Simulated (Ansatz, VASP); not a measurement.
# B in VASP and in Ansatz

```xyz
1
Lattice="1.9353 0.0000 0.0000 0.0000 1.9353 0.0000 0.0000 0.0000 1.9353" Properties=species:S:1:pos:R:3 pbc="T T T"
B     0.0000    0.0000    0.0000
```

Alike in both runs: task single point; functional LDA; k mesh 19 × 19 × 19; occupations fermi-dirac, width 0.1 eV; no spin polarisation.

```csv
,VASP,Ansatz
version,VASP 6.6.1,Ansatz 0.2.0
potentials or method,"VASP PAW LDA potentials, release 64 (B)","plane waves (420 eV) with PAW, scalar-relativistic"
plane-wave cutoff (eV),520,420
valence electrons in the cell,3,3
```

|  | VASP | Ansatz | Ansatz less VASP |
| --- | --- | --- | --- |
| pressure (GPa) | -22.7 | -23.0 | -0.26 |

Ansatz warned: «pseudo_functional_mismatch».

Caveats: so large a pressure means that the cell lies far from this level's equilibrium, or that cutoff or potentials fall short (VASP).
